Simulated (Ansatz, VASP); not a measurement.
# Two plane-wave programs on Si

```
Si
1.0
     2.44567    0.00000    0.00000
     0.00000    3.37048    0.00000
     0.00000    0.00000   27.40863
Si
2
Direct
  0.00000 0.00000 0.32064
  0.50000 0.50000 0.26312
```

The cell was built by a generator and needn't be a form met in nature.

Alike in both runs: task single point; functional PBE; k mesh 22 × 16 × 1; occupations gaussian, width 0.1 eV; no spin polarisation.

```csv
,VASP,Ansatz
version,VASP 6.6.1,Ansatz 0.2.0
potentials or method,"VASP PAW PBE potentials, release 64 (Si)","scalar-relativistic, plane waves, PAW"
plane-wave cutoff (eV),520,420
valence electrons in the cell,8,8
```

VASP gave:

- gap on the k mesh at the Fermi level (eV): none
- rms of the force components (eV/Å): 0.005

Problem. What did Ansatz give for the same quantities?

Solution. gap on the k mesh at the Fermi level (eV): none; rms of the force components (eV/Å): 0.000.

Atom by atom the forces differ by 0.005 eV/Å (rms over components). A gap of «none» marks a metal or a gap that the smearing closes. With one functional, cell and mesh, what is left measures potentials, basis and numerics.
